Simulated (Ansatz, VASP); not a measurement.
**C in VASP and in Ansatz**

The input INCAR:

```
SYSTEM = C
PREC = Accurate ; ENCUT = 520
EDIFF = 1E-7 ; ISMEAR = 0
SIGMA = 0.05 ; LREAL = .False.
LASPH = .True. ; NELM = 100
ALGO = Normal ; ISIF = 2
LWAVE = .False. ; LCHARG = .False.
NBANDS = 11
```

The input KPOINTS:

```
regular mesh
0
Gamma
  12 12 12
  0 0 0
```

The input POSCAR:

```
C
1.0
    0.0000000000      1.8380038116      1.6689074609
    1.8380038116      0.0000000000      1.6689074609
    1.8380038116      1.8380038116      0.0000000000
C
2
Direct
    0.5000000000      0.5000000000      0.5000000000
    0.7500000000      0.7500000000      0.7500000000
```

Input for Ansatz:

```yaml
crystal:
  lattice:
    - [0.0, 1.8380038116, 1.6689074609]
    - [1.8380038116, 0.0, 1.6689074609]
    - [1.8380038116, 1.8380038116, 0.0]
  atoms:
    - { symbol: C, position: [0.5, 0.5, 0.5] }
    - { symbol: C, position: [0.75, 0.75, 0.75] }
basis:
  ecutwfc: 520.0
kpoints:
  mp_grid: { grid: [12, 12, 12] }
hamiltonian:
  xc: lda
  pseudopotentials: { kind: paw, azcp: { folder: soft_1 } }
scf:
  occupations: { method: gaussian, width: 0.05 }
output:
  forces: true
  stress: true
  eigenvalues: true
```

Alike in both runs: task single point; functional LDA; k mesh 12 × 12 × 12; occupations gaussian, width 0.05 eV; no spin polarisation.

|  | VASP | Ansatz |
| --- | --- | --- |
| version | VASP 6.6.1 | Ansatz 0.2.0 |
| potentials or method | VASP PAW LDA potentials, release 64 (C) | scalar-relativistic, plane waves, PAW |
| plane-wave cutoff (eV) | 520 | 520 |
| valence electrons in the cell | 8 | 8 |

Ansatz gave:

| Property | Result |
| --- | --- |
| gap on the k mesh at the Fermi level (eV) | 1.80 |
| least direct gap on the mesh (eV) | 3.99 |
| pressure (GPa) | -10.5 |
| largest component of the traceless stress (GPa) | 53.96 |

Problem. What did VASP give for the same quantities?

Solution. gap on the k mesh at the Fermi level (eV): 1.78; least direct gap on the mesh (eV): 3.99; pressure (GPa): -8.9; largest component of the traceless stress (GPa): 53.86.

Ansatz warned: «pseudo_functional_mismatch».
